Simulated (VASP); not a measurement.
# CrO2 (Fm-3m) in VASP: notebook, part 2 of 2

VASP 6.6.1. Earlier steps stand in the parts before.

### Step 3. Single point, PBEsol+U, collinear spin, random start

INCAR reads:

```
SYSTEM = CrO2
  PREC = Accurate
  ENCUT = 520
  EDIFF = 1E-7
  ISMEAR = 0
  SIGMA = 0.05
  LREAL = .FALSE.
  LASPH = .TRUE.
  NELM = 120
  ALGO = Normal
  ISIF = 2
  LWAVE = .FALSE.
  LCHARG = .FALSE.
  ISPIN = 2
  MAGMOM = -1.95 0 0
  LORBIT = 11
  LMAXMIX = 4
  LDAU = .TRUE.
  LDAUTYPE = 2
  LDAUL = 2 -1
  LDAUU = 5 0
  LDAUJ = 0 0
  LDAUPRINT = 1
  GGA = PS
  NBANDS = 23
```

KPOINTS reads:

```
Automatic mesh
0
G
  7 7 7
  0 0 0
```

POSCAR reads:

```
CrO2
1.0
    0.0000000000      2.3368421000      2.3368421000
    2.3368421000      0.0000000000      2.3368421000
    2.3368421000      2.3368421000      0.0000000000
Cr O
1 2
Direct
    0.0000000000      0.0000000000      0.0000000000
    0.2500000000      0.2500000000      0.2500000000
    0.7500000000      0.7500000000      0.7500000000
```

Potentials or basis: VASP PAW PBE potentials, release 64 (Cr_pv, O).

Run with:

```console
$ cat potpaw_PBE.64/Cr_pv/POTCAR potpaw_PBE.64/O/POTCAR > POTCAR
$ mpirun -np 1 vasp_std > vasp.out
```

Run time: 31 s. Hardware: 1 thread of Intel Xeon Platinum 8488C (Sapphire Rapids), shared host; peak memory 0.17 GiB.

Results (log left out):

```yaml
Free_energy: -21.9743 eV
Pressure: 7.3 GPa
Band_gap_on_the_k_mesh: 0.41 eV, direct
Net_moment: -2.00 μB per cell
Site_moments: Cr -2.48; O +0.24 μB
Valence_electrons_inside_the_program's_atomic_spheres: Cr 10.61; O 5.03
```

Levels at points of the mesh, in eV from the valence-band top:
Spin up:
```csv
k point,band 7,band 8,band 9,band 10,band 11,band 12,band 13,band 14,band 15,band 16
"(0.00, 0.00, 0.00)",-6.25,-6.25,-1.38,-1.38,-1.38,2.94,2.94,5.05,5.05,5.05
```
Spin down:
| k point | band 11 | band 12 | band 13 | band 14 | band 15 | band 16 |
| --- | --- | --- | --- | --- | --- | --- |
| (0.00, 0.00, 0.00) | -0.97 | -0.97 | -0.97 | 3.00 | 3.00 | 3.00 |

Eigenvalues of the final occupation matrices:
```tsv
site	spin	trace	eigenvalues
site 1 d	1	0.75	0.04 0.04 0.22 0.22 0.22
site 1 d	2	3.17	0.42 0.42 0.42 0.95 0.95
```

Caveat: the PAW data sets were made with another functional, which shifts forces and pressure a little; an odd mesh through Γ misses points on the zone boundary, where band edges often lie; a cell with one magnetic atom can't hold antiferromagnetic order, which such compounds often take. The state reached can hang on the start; a lower one may exist.

### Step 4. Single point, PBEsol+U, collinear spin, ferromagnetic start

INCAR reads:

```
PREC = Accurate ; ENCUT = 520
EDIFF = 1E-7 ; ISMEAR = 0
SIGMA = 0.05 ; LREAL = F
LASPH = T ; NELM = 120
ALGO = Fast ; ISIF = 2
LWAVE = F ; LCHARG = T
ISPIN = 2 ; MAGMOM = 3 0 0
LORBIT = 11 ; NUPDOWN = 4
LMAXMIX = 4 ; LDAU = T
LDAUTYPE = 2 ; LDAUL = 2 -1
LDAUU = 5 0 ; LDAUJ = 0 0
LDAUPRINT = 1 ; GGA = PS
LELF = T ; LVHAR = T
```

KPOINTS reads:

```
regular mesh
0
Gamma
  7 7 7
```

POSCAR is that of step 3.

Potentials or basis: VASP PAW PBE potentials, release 64 (Cr_pv, O).

Run with:

```console
$ cat potpaw_PBE.64/Cr_pv/POTCAR potpaw_PBE.64/O/POTCAR > POTCAR
$ mpirun -np 1 vasp_std > vasp.out
```

OUTCAR:

```text
PREC = Accurate
   ENCUT = 520
   EDIFF = 1E-7
   ISMEAR = 0
   LREAL = F
   LASPH = T
   NELM = 120
   ISIF = 2
   ISPIN = 2
   LORBIT = 11
   NUPDOWN = 4
   GGA = PS

 ion  position               nearest neighbor table
   1  0.000  0.000  0.000-   3 2.02   3 2.02   3 2.02   2 2.02   3 2.02   2 2.02   2 2.02   2 2.02

   2  0.250  0.250  0.250-   1 2.02   1 2.02   1 2.02   1 2.02
   3  0.750  0.750  0.750-   1 2.02   1 2.02   1 2.02   1 2.02

  LATTYP: Found a face centered cubic cell.
 ALAT       =     4.6736842000

  Lattice vectors:

 A1 = (   0.0000000000,   2.3368421000,   2.3368421000)
 A2 = (   2.3368421000,   0.0000000000,   2.3368421000)
 A3 = (   2.3368421000,   2.3368421000,   0.0000000000)

Analysis of symmetry for initial positions (statically):
=====================================================================
 Subroutine PRICEL returns:
 Original cell was already a primitive cell.

 Routine SETGRP: Setting up the symmetry group for a
 face centered cubic supercell.

[... 1067 lines left out ...]
     18      19.5558      0.00000

------------------------ aborting loop because EDIFF is reached ----------------------------------------

  FORCE on cell =-STRESS in cart. coord.  units (eV):
  Direction    XX          YY          ZZ          XY          YZ          ZX
  --------------------------------------------------------------------------------------
  -------------------------------------------------------------------------------------
  Total        6.1808483      6.1808483      6.1808483     -0.0000000      0.0000000     -0.0000000
  in kB      388.0079014    388.0079014    388.0079014     -0.0000000      0.0000000     -0.0000000
  external PRESSURE =     388.0079014 kB  Pullay stress =       0.0000000 kB

 VOLUME and BASIS-vectors are now :
 -----------------------------------------------------------------------------
  energy-cutoff  :      520.00
  volume of cell :       25.52
      direct lattice vectors                 reciprocal lattice vectors
     0.000000000  2.336842100  2.336842100    -0.213963964  0.213963964  0.213963964
     2.336842100  0.000000000  2.336842100     0.213963964 -0.213963964  0.213963964
     2.336842100  2.336842100  0.000000000     0.213963964  0.213963964 -0.213963964

 POSITION                                       TOTAL-FORCE (eV/Angst)
 -----------------------------------------------------------------------------------
      0.00000      0.00000      0.00000        -0.000000      0.000000     -0.000000
      1.16842      1.16842      1.16842         0.000000      0.000000     -0.000000
      3.50526      3.50526      3.50526        -0.000000     -0.000000      0.000000
 -----------------------------------------------------------------------------------
    total drift:                               -0.000000     -0.000000      0.000000

  FREE ENERGIE OF THE ION-ELECTRON SYSTEM (eV)
  ---------------------------------------------------
  free  energy   TOTEN  =       -19.5493112679 eV

  energy  without entropy=      -19.5448996586  energy(sigma->0) =      -19.54710546

 total charge

# of ion       s       p       d       tot
------------------------------------------
    1        0.290   6.362   4.106  10.757
    2        1.604   3.374   0.000   4.978
    3        1.604   3.374   0.000   4.978
--------------------------------------------------
tot          3.498  13.111   4.106  20.714

 magnetization (x)

# of ion       s       p       d       tot
------------------------------------------
    1        0.017   0.043   3.181   3.242
    2        0.017   0.278   0.000   0.295
    3        0.017   0.278   0.000   0.295
--------------------------------------------------
tot          0.052   0.599   3.181   3.832
```

stdout:

```text
POSCAR found type information on POSCAR CrO
 POSCAR found :  2 types and       3 ions
 scaLAPACK will be used
 -----------------------------------------------------------------------------
|                                                                             |
|                                                                             |
|     You enforced a specific xc type in the INCAR file but a different       |
|     I HOPE YOU KNOW WHAT YOU ARE DOING!                                     |
|                                                                             |
 -----------------------------------------------------------------------------

 LDA part: xc-table for (Slater+PW92), standard interpolation
 POSCAR, INCAR and KPOINTS ok, starting setup
 FFT: planning ... GRIDC
 FFT: planning ... GRID_SOFT
 FFT: planning ... GRID
 WAVECAR not read
 entering main loop
```

It took 29 s on 1 thread of Intel Xeon Platinum 8488C (Sapphire Rapids), shared host; peak memory 0.17 GiB.

Results:

* Free energy: -19.5493 eV
* Pressure: 38.8 GPa
* Net moment: 4.00 μB per cell
* Site moments: Cr +3.24; O +0.29 μB
* Valence electrons inside the program's atomic spheres: Cr 10.76; O 4.98

Eigenvalues of the final occupation matrices:
| site | spin | trace | eigenvalues |
| --- | --- | --- | --- |
| site 1 d | 1 | 3.66 | 0.59 0.59 0.59 0.95 0.95 |
| site 1 d | 2 | 0.47 | 0.04 0.04 0.13 0.13 0.13 |

Caveat: a pressure of tens of GPa on the cell as given is suspect, and the run, the potentials or the cell itself is likely at fault; the PAW data sets were made with another functional, which shifts forces and pressure a little; the total moment is fixed, so each spin has its own Fermi level; a cell with one magnetic atom can't hold antiferromagnetic order, which such compounds often take.

### Step 5. Summary

```tsv
spin	fixed moment (μB)	gap on the mesh (eV)	pressure (GPa)	moment (μB)
collinear, zero start	-	none	-4.5	0.00
collinear, random start	-	0.41	7.3	2.00
collinear, ferromagnetic start	4	-	38.8	4.00
```

Alike in all rows: task single point; level PBEsol+U; potentials or basis VASP PAW PBE potentials, release 64 (Cr_pv, O); Cr d U = 5 eV; cell as given; k mesh 7 × 7 × 7; cutoff (eV) 520; smearing gaussian 0.05 eV.

Caveats: the PAW data sets were made with another functional, which shifts forces and pressure a little; a cell with one magnetic atom can't hold antiferromagnetic order, which such compounds often take (some runs); an odd mesh through Γ misses points on the zone boundary, where band edges often lie (some runs); a pressure of tens of GPa on the cell as given is suspect, and the run, the potentials or the cell itself is likely at fault (some runs); the total moment is fixed, so each spin has its own Fermi level (some runs).

Total energies depend on the potentials used, so only differences within one code and one set of settings carry meaning.
